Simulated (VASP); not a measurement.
# O (Fmmm) in VASP: single point with PBE

Aim: the single point of O with PBE.

Everything below comes from runs of VASP 6.6.1. Logs are shortened: lines on timing, memory, paths and dates and some standing lists are left out, and cuts for length are marked.

## Step 1: The structure

The structure is orthorhombic, space group Fmmm (No. 69). Conventional cell: a = 2.957 Å, b = 4.215 Å, c = 6.690 Å, α = 90.00°, β = 90.00°, γ = 90.00°. O (site symmetry mm2) is surrounded by 1 O at 1.17 Å.

## Step 2: Single point, PBE

The input, INCAR:

```
SYSTEM = O
  PREC = Accurate
  ENCUT = 520
  EDIFF = 1E-6
  ISMEAR = -1
  SIGMA = 0.01
  LREAL = .FALSE.
  LASPH = .TRUE.
  NELM = 100
  ALGO = Normal
  ISIF = 2
  LWAVE = .FALSE.
  LCHARG = .FALSE.
  GGA = PE
  NBANDS = 13
```

The input, KPOINTS:

```
Automatic mesh
0
G
  12 12 12
  0 0 0
```

The input, POSCAR:

```
O
1.0
    0.0000000000      2.1075500000      3.3448500000
    1.4783500000      0.0000000000      3.3448500000
    1.4783500000      2.1075500000      0.0000000000
O
2
Direct
    0.0871000000      0.0871000000      0.9129000000
    0.9129000000      0.9129000000      0.0871000000
```

Potentials or basis: VASP PAW PBE potentials, release 64 (O).

On the command line:

```sh
> cat potpaw_PBE.64/O/POTCAR > POTCAR
> mpirun -np 1 vasp_std > vasp.out
```

OUTCAR:

```text
SYSTEM = O
   PREC = Accurate
   ENCUT = 520
   EDIFF = 1E-6
   ISMEAR = -1
   LREAL = .FALSE.
   LASPH = .TRUE.
   NELM = 100
   ISIF = 2
   GGA = PE

 ion  position               nearest neighbor table
   1  0.087  0.087  0.913-   2 1.17
   2  0.913  0.913  0.087-   1 1.17

  LATTYP: Found a face centered orthorhombic cell.
 ALAT       =     2.9567000000
 B/A-ratio  =     1.4256096324
 C/A-ratio  =     2.2625562282

  Lattice vectors:

 A1 = (   0.0000000000,   2.1075500000,   3.3448500000)
 A2 = (   1.4783500000,   0.0000000000,   3.3448500000)
 A3 = (   1.4783500000,   2.1075500000,   0.0000000000)

Analysis of symmetry for initial positions (statically):
=====================================================================
 Subroutine PRICEL returns:
 Original cell was already a primitive cell.

 Routine SETGRP: Setting up the symmetry group for a
 face centered orthorhombic supercell.

 Subroutine GETGRP returns: Found  8 space group operations
 (whereof  8 operations were pure point group operations)
 out of a pool of  8 trial point group operations.

The static configuration has the point symmetry D_2h.

Analysis of symmetry for dynamics (positions and initial velocities):
=====================================================================
 Subroutine PRICEL returns:
 Original cell was already a primitive cell.

 Routine SETGRP: Setting up the symmetry group for a
 face centered orthorhombic supercell.

 Subroutine GETGRP returns: Found  8 space group operations
 (whereof  8 operations were pure point group operations)
 out of a pool of  8 trial point group operations.

The dynamic configuration has the point symmetry D_2h.

 Subroutine INISYM returns: Found  8 space group operations
 (whereof  8 operations are pure point group operations),
 and found     1 'primitive' translations

----------------------------------------------------------------------------------------

                                     Primitive cell

  volume of cell :      20.8431

  direct lattice vectors                    reciprocal lattice vectors
     0.000000000  2.107550000  3.344850000    -0.338214902  0.237242296  0.149483534
     1.478350000  0.000000000  3.344850000     0.338214902 -0.237242296  0.149483534
     1.478350000  2.107550000  0.000000000     0.338214902  0.237242296 -0.149483534

  length of vectors
     3.953452735  3.656985131  2.574351515     0.439338769  0.439338769  0.439338769

[... 90 lines left out ...]
   PSTRESS=    0.0 pullay stress
   NELECT =      12.0000    total number of electrons
   NUPDOWN=      -1.0000    fix difference up-down
   EMIN   =  10.00;   EMAX   =-10.00  energy-range for DOS
   EFERMI =   0.00;   METHOD = LEGACY
   ISMEAR =    -1;   SIGMA  =   0.01  broadening in eV -4-tet -1-fermi 0-gaus
   EFERMI_NEDOS =   21; number of points for ismear=-14 and -15
   IALGO  =     38    algorithm
   IMIX   =      4    mixing-type and parameters
     AMIX     =   0.40;   BMIX     =  1.00
     AMIX_MAG =   1.60;   BMIX_MAG =  1.00
  volume/ion in A,a.u.               =      10.42        70.33
  Fermi-wavevector in a.u.,A,eV,Ry     =   1.361909  2.573634 25.236021  1.854795
  Thomas-Fermi vector in A             =   2.488444
   LORBIT       =      0    0 simple, 1 ext, 2 COOP (PROOUT), +10 PAW based schemes
   GGA     = PE    functional components
   LHFCALC =     F    Hartree Fock is set to
   AEXX    =    0.0000 exact exchange contribution
   IVDW    =     0    specifies the selected vdW correction
   LEPSILON=     F    determine dielectric tensor
   LRPA    =     F    only Hartree local field effects (RPA)
 non-spin polarized calculation
  energy-cutoff  :      520.00
  volume of cell :       20.84
 maximum number of plane-waves:       582
 NGX is ok and might be reduce to    30
   NGX = 15   NGY = 13   NGZ =  9

 number of electron      12.0000001 magnetization

 Free energy of the ion-electron system (eV)
  ---------------------------------------------------
  ext. energy  EPLUGINS =         0.00000000
  ---------------------------------------------------
  free energy    TOTEN  =        -9.31212704 eV

  energy without entropy =       -9.31165329  energy(sigma->0) =       -9.31189016

 E-fermi :   1.4450     XC(G=0):  -9.9069

 val. band max:        1.4432828973   @ k =   0.3333   0.5000   0.1667
 cond. band min:       1.4480171359   @ k =  -0.2500   0.2500   0.4167
 fundamental gap:      0.0047342385
 Fermi energy:         1.4450404817

 k-point     1 :       0.0000    0.0000    0.0000
  band No.  band energies     occupation
      1     -27.4034      2.00000
      2     -12.5530      2.00000
      3      -8.2024      2.00000
      4      -5.1783      2.00000
      5      -4.8604      2.00000
      6       2.0333      0.00000
      7       2.5970      0.00000
      8      10.8530      0.00000
      9      13.6193      0.00000
     10      16.9016      0.00000
     11      21.2624      0.00000
     12      22.2348      0.00000
     13      26.5837      0.00000
[... 354 lines left out ...]
  band No.  band energies     occupation
      1     -26.9035      2.00000
      2     -12.7092      2.00000
      3      -7.9205      2.00000
      4      -6.1317      2.00000
      5      -5.2137      2.00000
      6       0.2111      2.00000
      7       2.3882      0.00000
      8      12.0028      0.00000
      9      15.3533      0.00000
     10      16.3720      0.00000
     11      18.0744      0.00000
     12      21.3932      0.00000
     13      26.3973      0.00000

 [... further k-points ...]

------------------------ aborting loop because EDIFF is reached ----------------------------------------

  FORCE on cell =-STRESS in cart. coord.  units (eV):
  Direction    XX          YY          ZZ          XY          YZ          ZX
  --------------------------------------------------------------------------------------
  -------------------------------------------------------------------------------------
  Total       -0.1663554     -0.7940317      8.0514018      0.0000000      0.0000000      0.0000000
  in kB      -12.7875018    -61.0360767    618.8997254      0.0000000      0.0000000      0.0000000
  external PRESSURE =     181.6920490 kB  Pullay stress =       0.0000000 kB

 VOLUME and BASIS-vectors are now :
 -----------------------------------------------------------------------------
  energy-cutoff  :      520.00
  volume of cell :       20.84
      direct lattice vectors                 reciprocal lattice vectors
     0.000000000  2.107550000  3.344850000    -0.338214902  0.237242296  0.149483534
     1.478350000  0.000000000  3.344850000     0.338214902 -0.237242296  0.149483534
     1.478350000  2.107550000  0.000000000     0.338214902  0.237242296 -0.149483534

 POSITION                                       TOTAL-FORCE (eV/Angst)
 -----------------------------------------------------------------------------------
      1.47835      2.10755      0.58267         0.000000      0.000000      5.745159
      1.47835      2.10755      6.10703         0.000000      0.000000     -5.745159
 -----------------------------------------------------------------------------------
    total drift:                                0.000000      0.000000      0.000000

  FREE ENERGIE OF THE ION-ELECTRON SYSTEM (eV)
  ---------------------------------------------------
  free  energy   TOTEN  =        -9.3121270351 eV

  energy  without entropy=       -9.3116532873  energy(sigma->0) =       -9.31189016
```

OSZICAR:

```text
N       E                     dE             d eps       ncg     rms          rms(c)
DAV:   1     0.362842172543E+02    0.36284E+02   -0.65720E+03  7541   0.865E+02
DAV:   2    -0.843046363773E+01   -0.44715E+02   -0.42928E+02  9315   0.187E+02
DAV:   3    -0.965786012163E+01   -0.12274E+01   -0.12171E+01  8158   0.276E+01
DAV:   4    -0.966095681426E+01   -0.30967E-02   -0.30966E-02  8358   0.169E+00
DAV:   5    -0.966096767363E+01   -0.10859E-04   -0.10859E-04  8203   0.919E-02    0.472E+00
DAV:   6    -0.937275377627E+01    0.28821E+00   -0.25769E-01  8125   0.466E+00    0.246E+00
DAV:   7    -0.930948972750E+01    0.63264E-01   -0.23060E-01  8545   0.428E+00    0.505E-01
DAV:   8    -0.931208178822E+01   -0.25921E-02   -0.14958E-02  7530   0.107E+00    0.839E-02
DAV:   9    -0.931212085920E+01   -0.39071E-04   -0.22679E-04  8655   0.136E-01    0.298E-02
DAV:  10    -0.931212937619E+01   -0.85170E-05   -0.26924E-05  7580   0.526E-02    0.670E-03
DAV:  11    -0.931212789804E+01    0.14782E-05   -0.43201E-06  7960   0.185E-02    0.441E-03
DAV:  12    -0.931212703508E+01    0.86296E-06   -0.58708E-07  4305   0.729E-03
   1 F= -.93121270E+01 E0= -.93118902E+01  d E =-.473748E-03
```

stdout:

```text
POSCAR found type information on POSCAR O
 POSCAR found :  1 types and       2 ions
 scaLAPACK will be used
 LDA part: xc-table for (Slater+PW92), standard interpolation
 POSCAR, INCAR and KPOINTS ok, starting setup
 FFT: planning ... GRIDC
 FFT: planning ... GRID_SOFT
 FFT: planning ... GRID
 WAVECAR not read
 entering main loop
```

Run time: 39 s. Hardware: 1 thread of Intel Xeon Platinum 8559C (Emerald Rapids), shared host; peak memory 0.18 GiB.

What came out:

| Quantity | Value |
| --- | --- |
| Free energy | -9.3121 eV |
| Pressure | 18.2 GPa |
| Largest force | 5.745 eV/Å |
| Band gap on the k mesh | none (metal or under the smearing width) |

Forces on the atoms (eV/Å):
```
O    0.000  0.000  5.745
O    0.000  0.000 -5.745
```

Stress tensor (GPa, compression positive):
```
-1.28  0.00  0.00
 0.00 -6.10  0.00
 0.00  0.00 61.89
```

Caveat: the standard files for N, O and F lose accuracy on very short bonds; spin is off for a triplet molecule; so large a pressure means that the cell lies far from this level's equilibrium, or that cutoff or potentials fall short; forces of over 1 eV/Å show positions far from the minimum, so gaps and moduli don't describe the material at rest.
